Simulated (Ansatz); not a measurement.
# Ag(111) with 4 layers of random Ag-Rh, 2x2: scattering by chemical disorder, part 2 of 2

Wanted: resistance against the alloy's length, first Ag(111) with 4 layers of random Ag-Rh, 2x2.

Ansatz 0.2.0; Ansatz plane-wave DFT, PBE, PAW files; ballistic transport by layer matching (Landauer), zero bias; PAW set soft_1.

So far. Step 3 (With 8 alloy layers): Over the solved energies the transmission per spin lies between 1.11 and 1.25, out of 3.23 channels of the lead on average (up to 3.23).

## 4. With 12 alloy layers

In 12 layers a share of 0.25 of the sites is given to Rh at random. A fresh draw is used; the growth of the resistance with length is what counts.

System of this step: Ag(111) with 12 layers of random Ag-Rh, 2x2. The cell holds 72 atoms: 60 Ag and 12 Rh. Its edges and angles: a = 5.779 Å, b = 5.779 Å, c = 42.465 Å, α = 90.0°, β = 90.0°, γ = 120.0°. It derives from Ag. Regions: lead, 24 atoms (24 Ag); scattering region, 48 atoms (36 Ag and 12 Rh). The structure is stacked along c, and the current runs across the ab planes.

input.yaml reads:

```yaml
crystal:
  lattice:
    - [5.7787594586, 0.0, 0.0]
    - [-2.8893797293, 5.0045524935, 0.0]
    - [0.0, 0.0, 42.4650360593]
  atoms:
    - { symbol: Ag, position: [0.0, 0.0, 0.0277777778] }
    - { symbol: Ag, position: [0.0, 0.5, 0.0277777778] }
    - { symbol: Ag, position: [0.5, 0.0, 0.0277777778] }
    - { symbol: Ag, position: [0.5, 0.5, 0.0277777778] }
    - { symbol: Ag, position: [0.1666666667, 0.3333333333, 0.0833333333] }
    - { symbol: Ag, position: [0.1666666667, 0.8333333333, 0.0833333333] }
    - { symbol: Ag, position: [0.6666666667, 0.3333333333, 0.0833333333] }
    - { symbol: Ag, position: [0.6666666667, 0.8333333333, 0.0833333333] }
    - { symbol: Ag, position: [0.3333333333, 0.1666666667, 0.1388888889] }
    - { symbol: Ag, position: [0.3333333333, 0.6666666667, 0.1388888889] }
    - { symbol: Ag, position: [0.8333333333, 0.1666666667, 0.1388888889] }
    - { symbol: Ag, position: [0.8333333333, 0.6666666667, 0.1388888889] }
    - { symbol: Ag, position: [0.0, 0.0, 0.1944444444] }
    - { symbol: Ag, position: [0.0, 0.5, 0.1944444444] }
    - { symbol: Ag, position: [0.5, 0.0, 0.1944444444] }
    - { symbol: Ag, position: [0.5, 0.5, 0.1944444444] }
    - { symbol: Ag, position: [0.1666666667, 0.3333333333, 0.25] }
    - { symbol: Ag, position: [0.1666666667, 0.8333333333, 0.25] }
    - { symbol: Rh, position: [0.6666666667, 0.3333333333, 0.25] }
    - { symbol: Ag, position: [0.6666666667, 0.8333333333, 0.25] }
    - { symbol: Rh, position: [0.3333333333, 0.1666666667, 0.3055555556] }
    - { symbol: Rh, position: [0.3333333333, 0.6666666667, 0.3055555556] }
    - { symbol: Ag, position: [0.8333333333, 0.1666666667, 0.3055555556] }
    - { symbol: Ag, position: [0.8333333333, 0.6666666667, 0.3055555556] }
    - { symbol: Ag, position: [0.0, 0.0, 0.3611111111] }
    - { symbol: Rh, position: [0.0, 0.5, 0.3611111111] }
    - { symbol: Ag, position: [0.5, 0.0, 0.3611111111] }
    - { symbol: Ag, position: [0.5, 0.5, 0.3611111111] }
    - { symbol: Rh, position: [0.1666666667, 0.3333333333, 0.4166666667] }
    - { symbol: Ag, position: [0.1666666667, 0.8333333333, 0.4166666667] }
    - { symbol: Rh, position: [0.6666666667, 0.3333333333, 0.4166666667] }
    - { symbol: Ag, position: [0.6666666667, 0.8333333333, 0.4166666667] }
    - { symbol: Ag, position: [0.3333333333, 0.1666666667, 0.4722222222] }
    - { symbol: Ag, position: [0.3333333333, 0.6666666667, 0.4722222222] }
    - { symbol: Rh, position: [0.8333333333, 0.1666666667, 0.4722222222] }
    - { symbol: Ag, position: [0.8333333333, 0.6666666667, 0.4722222222] }
    - { symbol: Ag, position: [0.0, 0.0, 0.5277777778] }
    - { symbol: Ag, position: [0.0, 0.5, 0.5277777778] }
    - { symbol: Ag, position: [0.5, 0.0, 0.5277777778] }
    - { symbol: Ag, position: [0.5, 0.5, 0.5277777778] }
    - { symbol: Ag, position: [0.1666666667, 0.3333333333, 0.5833333333] }
    - { symbol: Ag, position: [0.1666666667, 0.8333333333, 0.5833333333] }
    - { symbol: Ag, position: [0.6666666667, 0.3333333333, 0.5833333333] }
    - { symbol: Ag, position: [0.6666666667, 0.8333333333, 0.5833333333] }
    - { symbol: Rh, position: [0.3333333333, 0.1666666667, 0.6388888889] }
    - { symbol: Ag, position: [0.3333333333, 0.6666666667, 0.6388888889] }
    - { symbol: Rh, position: [0.8333333333, 0.1666666667, 0.6388888889] }
    - { symbol: Ag, position: [0.8333333333, 0.6666666667, 0.6388888889] }
    - { symbol: Ag, position: [0.0, 0.0, 0.6944444444] }
    - { symbol: Rh, position: [0.0, 0.5, 0.6944444444] }
    - { symbol: Ag, position: [0.5, 0.0, 0.6944444444] }
    - { symbol: Rh, position: [0.5, 0.5, 0.6944444444] }
    - { symbol: Ag, position: [0.1666666667, 0.3333333333, 0.75] }
    - { symbol: Ag, position: [0.1666666667, 0.8333333333, 0.75] }
    - { symbol: Ag, position: [0.6666666667, 0.3333333333, 0.75] }
    - { symbol: Rh, position: [0.6666666667, 0.8333333333, 0.75] }
    - { symbol: Ag, position: [0.3333333333, 0.1666666667, 0.8055555556] }
    - { symbol: Ag, position: [0.3333333333, 0.6666666667, 0.8055555556] }
    - { symbol: Ag, position: [0.8333333333, 0.1666666667, 0.8055555556] }
    - { symbol: Ag, position: [0.8333333333, 0.6666666667, 0.8055555556] }
    - { symbol: Ag, position: [0.0, 0.0, 0.8611111111] }
    - { symbol: Ag, position: [0.0, 0.5, 0.8611111111] }
    - { symbol: Ag, position: [0.5, 0.0, 0.8611111111] }
    - { symbol: Ag, position: [0.5, 0.5, 0.8611111111] }
    - { symbol: Ag, position: [0.1666666667, 0.3333333333, 0.9166666667] }
    - { symbol: Ag, position: [0.1666666667, 0.8333333333, 0.9166666667] }
    - { symbol: Ag, position: [0.6666666667, 0.3333333333, 0.9166666667] }
    - { symbol: Ag, position: [0.6666666667, 0.8333333333, 0.9166666667] }
    - { symbol: Ag, position: [0.3333333333, 0.1666666667, 0.9722222222] }
    - { symbol: Ag, position: [0.3333333333, 0.6666666667, 0.9722222222] }
    - { symbol: Ag, position: [0.8333333333, 0.1666666667, 0.9722222222] }
    - { symbol: Ag, position: [0.8333333333, 0.6666666667, 0.9722222222] }
kpoints:
  mp_grid: { grid: [4, 4, 1] }
hamiltonian:
  xc: pbe
  pseudopotentials: { kind: paw, azcp: { folder: soft_1 } }
scf:
  occupations: { method: fermi_dirac, width: 0.1 }
output:
  transmission: { leads: [[0, 4]], kmesh: [8, 8], e_range: [-0.05, 0.05], de: 0.05 }
  write_potential: true
  write_density: true
  volumetric_format: npy
```

The run is started by

```bash
> ansatz run input.yaml --threads 4 --pin off --max-ram 15360MiB --backend cpu --events-out ev --progress --plain --runs-dir out
```

Numbers of over 12 decimals in the logs are rounded to 6 here.

The program printed:

```text
[...]
Crystal: 72 atoms, lattice volume = 1228.093 Å³
Basis set: ecut = 420 eV, 24081 PW (Γ)
Bands: 807, of which v1, the nominal top of the filled ones, is band 672 counted from 1 (671 counted from 0)
Symmetry: 1 space group operations
[...]
k-points: 10 of 16 (time reversal used)
[...]
SCF iter   1: F=—  HF=-532291.560274 eV  |F-HF|=—  |Δ(HF+E_count)|=         —  Δρ=1.07e-1  dr2=4.83e2  ethr=3.10e-3  ⟨swp⟩=4.0  Hψ=23884  notcnv=0  defer=211
[...]
SCF iter  14: F=-532263.096632 eV  HF=-532263.096632 eV  |F-HF|=1.70e-8  |Δ(HF+E_count)|=   1.16e-9  Δρ=5.15e-7  dr2=1.76e-8  ethr=7.44e-12  ⟨swp⟩=8.7  Hψ=29732  notcnv=0
SCF 1 converged in 14 iterations: F = -532263.096632 eV  dr2 = 1.76e-8
[...]
transmission: 213 of 2108 steps passed
transmission: 426 of 2108 steps passed
[...]
transmission: 2108 of 2108 steps passed
SCF converged after 14 iterations
Free energy (F): -532263.096632 eV
[...]
Internal energy: -532261.356969 eV  (E = F + TS)
E sigma→0 (E₀):  -532262.226800 eV
Entropy (-TS):   -1.739663 eV (-24.162 meV/atom)
Fermi energy:    16.978282 eV
[...]
--- Band table (eV; the first three rows and the last of 10) ---
  k-point 0: bands = [... 668 lower, 17.2018, 17.2056, 17.2598, 17.2815, 17.3049, 17.3129, 17.3688, 17.6438, ... 131 higher]
  k-point 1: bands = [... 668 lower, 16.8980, 16.9346, 16.9371, 16.9798, 17.0411, 17.0515, 17.1125, 17.1408, ... 131 higher]
  k-point 2: bands = [... 668 lower, 16.8040, 16.8187, 16.8578, 16.8761, 16.9775, 17.0429, 17.0541, 17.1092, ... 131 higher]
  k-point 9: bands = [... 668 lower, 16.7409, 16.7661, 16.8225, 16.8379, 16.8672, 16.8913, 16.9474, 17.0533, ... 131 higher]
--- Transmission ---
  basis      : 253 plane waves across, 62 finite elements along
  points     : 34, standing for a mesh of 8 x 8
[...]
channels       : 3.234375e0 a spin
[...]
junction   : crystal 0 to crystal 0, 0.70 to 40.80 Å
    transmission   : 8.390794e-1 a spin
[...]
```

It took 25 min on 4 threads of Arm Neoverse V1, shared host; peak memory 8 GiB; 1.5 h of CPU time.

This step gave:

```yaml
free_energy: -532263.0966 eV
energy_at_zero_smearing: -532262.2268 eV
fermi_energy: 16.98 eV
transmission_per_spin_nearest_the_fermi_level: 0.8391
step_of_the_lead_s_potential: 19 meV
```

Per spin. The transmission, zone mean by energy, zero at the Fermi level:

| energy (eV) | transmission, zone mean |
| --- | --- |
| -0.0500 | 0.857 |
| 0.0000 | 0.839 |
| 0.0500 | 0.893 |

Over the solved energies the transmission per spin lies between 0.839 and 0.893, out of 3.27 channels of the lead on average (up to 3.33).

## 5. Resistance against length

This step: Ansatz plane-wave DFT, PBE, PAW files; ballistic transport by layer matching (Landauer), zero bias; residual resistivity from the slope of the area resistance, atoms on the host's lattice; PAW set soft_1 (Ansatz 0.2.0).

Numbers from this step:

```yaml
resistivity: 102.3 µΩ cm
intercept: 0.2100 fΩ m²
scatter_about_the_fit: 0.1085 fΩ m²
```

Resistance, by row:

| run | length (Å) | T | channels N | RA (fΩ m²) |
| --- | --- | --- | --- | --- |
| n4 | 9.437 | 1.551 | 3.234 | 1.252 |
| n8 | 18.87 | 1.188 | 3.234 | 1.987 |
| n12 | 28.31 | 0.8629 | 3.266 | 3.183 |

The area resistance by length of the alloy:

| length of the alloy (Å) | area resistance (fΩ m²) |
| --- | --- |
| 9.44 | 1.25 |
| 18.87 | 1.99 |
| 28.31 | 3.18 |

The area resistance goes from 1.3 to 3.2 fΩ m² between 9.4 and 28.3 Å, a slope of 102 µΩ cm.

By hand from the end points: (3.183 − 1.252) fΩ m² / (28.31 − 9.44) Å = 102 µΩ cm, since 1 fΩ m² per Å is 1000 µΩ cm.

## 6. Outcome

```json
{
 "resistivity from the slope": "102 µΩ cm",
 "area resistance over 9.44 Å": "1.25 fΩ m²",
 "area resistance over 18.9 Å": "1.99 fΩ m²",
 "area resistance over 28.3 Å": "3.18 fΩ m²"
}
```

In words: The slope gives 102 µΩ cm. The points scatter by 0.11 fΩ m² about the line, with one random draw a length in a 2x2 cell, so the slope is a rough value. Read with a model of isotropic scattering on a spherical Fermi surface and the lead's 0.87×10¹⁵ S/m², this slope means a mean free path near 8.5 Å; over these lengths the model's slope is within 3 % of its bulk resistivity. The atoms sit on the host's lattice, so scattering by size misfit is left out. A lead's potential steps by up to 45 meV from period to period, which the log calls too much, so longer leads could move the result.

[Logs are printed without paths, hosts, clocks, repeated set-up lines and the standing remarks that a program may print on its own settings, such as how far it seeks lower states.]

[Hosts, paths, dates, database ids (printed as entryN), source tags and the programs' standing remarks are cut or masked in the printed files.]
